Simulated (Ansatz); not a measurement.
# Tantalum, A15 under PBEsol: structure and ground-state energy

The plan for tantalum in the A15 structure: relax it, then solve it on a dense k-mesh. Spin polarisation is left out. The k-meshes are 5×5×5 for the relaxation; 7×7×7 for the dense run.

Method: DFT PBEsol, plane waves (420 eV) with PAW, scalar-relativistic; the PAW data stem from PBE, with regenerated cores, in Ansatz 0.2.0.

## 1. The system as given

It takes space group Pm-3n (No. 223, cubic). The conventional cell has a = 5.248 Å, b = 5.248 Å, c = 5.248 Å, α = 90.00°, β = 90.00°, γ = 90.00°. Around Ta (site symmetry m-3) lie 12 Ta at 2.93 Å. Ta (site symmetry -4m2) has 6 Ta at 2.62 to 2.93 Å as nearest neighbours.

Structure file:

```
CELL_PARAMETERS angstrom
5.24763 0.00000 0.00000
0.00000 5.24763 0.00000
0.00000 0.00000 5.24763
ATOMIC_POSITIONS crystal
Ta 0.00000 0.00000 0.00000
Ta 0.50000 0.50000 0.50000
Ta 0.25000 0.00000 0.50000
Ta 0.75000 0.00000 0.50000
Ta 0.50000 0.25000 0.00000
Ta 0.50000 0.75000 0.00000
Ta 0.00000 0.50000 0.25000
Ta 0.00000 0.50000 0.75000
```

## 2. Geometry optimisation

The input, input.yaml:

```yaml
crystal:
  lattice:
    - [5.2476303976, 0.0, 0.0]
    - [0.0, 5.2476303976, 0.0]
    - [0.0, 0.0, 5.2476303976]
  atoms:
    - { symbol: Ta, position: [0.0, 0.0, 0.0] }
    - { symbol: Ta, position: [0.5, 0.5, 0.5] }
    - { symbol: Ta, position: [0.25, 0.0, 0.5] }
    - { symbol: Ta, position: [0.75, 0.0, 0.5] }
    - { symbol: Ta, position: [0.5, 0.25, 0.0] }
    - { symbol: Ta, position: [0.5, 0.75, 0.0] }
    - { symbol: Ta, position: [0.0, 0.5, 0.25] }
    - { symbol: Ta, position: [0.0, 0.5, 0.75] }
hamiltonian:
  xc: pbesol
  pseudopotentials:
    kind: paw
    azcp:
      Ta: "pseudopotentials/Ta.paw.azcp"
basis:
  ecutwfc: 420
  fft_grid_basis: typed
kpoints:
  mp_grid: { grid: [5, 5, 5], shift: [0, 0, 0] }
magnetization:
  spin_polarized: false
scf:
  occupations: { method: fermi_dirac, width: 0.1 }
relax:
  max_steps: 60
  f_tol: 0.01
  cell: {}
```

Run with:

```bash
$ ansatz run input.yaml --threads 4 --pin off --max-ram 8192MiB --backend cpu --events-out ev --progress --plain --runs-dir out
```

Further steps of the session: Single point on a dense mesh.

Before running it: what results should come out? Wanted: space group; conventional cell; volume; shortest distance; gap on the mesh; relative to bcc.

As calculated:

```
                      quantity                         value
space group (spins left aside)               Pm-3n (No. 223)
             conventional cell                   a = 5.252 Å
                        volume                18.103 Å³/atom
             shortest distance                       2.626 Å
               gap on the mesh  none (levels filled in part)
               relative to bcc                  +44 meV/atom
```

What this shows: The relaxation enlarged the cell by 0.2 % in volume. Against the reference form of tantalum (bcc, computed apart with the same settings) it stands 44 meV/atom higher. Levels at the Fermi energy are filled in part, as in a metal. The symmetry was held, so the structure may be unstable against distortions that break it.
